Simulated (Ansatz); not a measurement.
**Li4F and its competing phases**

These are results of DFT PBE, scalar-relativistic, plane waves, PAW in Ansatz 0.2.0, not measurements. Settings: cutoff 420 eV, Γ-centred meshes spaced at most about 0.3 Å⁻¹, and about 0.25 Å⁻¹ or finer for metals (2π included), Gaussian smearing. No spin polarisation.

Energies over the elements count from the elements' standard structures at the same level (F₂ as a molecule), with no fitted energy shifts.

All energies are static (0 K, no zero-point motion).

The competitors are the elements and 1 reference phase of this chemical system (from databases or known types: LiF), relaxed at the same level; other known phases may be missing.

The candidate was reached from: random cell.

```yaml
crystal:
  lattice:
    - [4.26889, 0.00000, 0.00000]
    - [0.00000, 4.26889, 0.00000]
    - [0.00000, 0.00000, 4.26889]
  atoms:
    - { symbol: Li, position: [0.50000, 0.50000, 0.50000] }
    - { symbol: Li, position: [0.50000, 0.00000, 0.00000] }
    - { symbol: Li, position: [0.00000, 0.50000, 0.00000] }
    - { symbol: Li, position: [0.00000, 0.00000, 0.50000] }
    - { symbol: F, position: [0.00000, 0.00000, 0.00000] }
```

The lowest competing mixture at this composition:

```csv
phase,space group,source,share of atoms,ΔE_f (eV/atom)
Li,-,element,0.6000,-0.0036
LiF,P6_3mc (No. 186),Materials Project,0.4000,-2.953
```

The lowest database cell of Li (-0.0036) lies slightly below the reference, hence the non-zero entry.

Question: What are the hull's energy here, the candidate's formation energy and its margin?

Answer: The hull lies at -1.183 eV/atom, the weighted sum of the last column. The candidate has -0.977 eV/atom, which is 0.21 eV/atom above it. The candidate matches no cell in the subsets of the Crystallography Open Database and the Materials Project at hand. A phase this far over the hull is unlikely to be made.
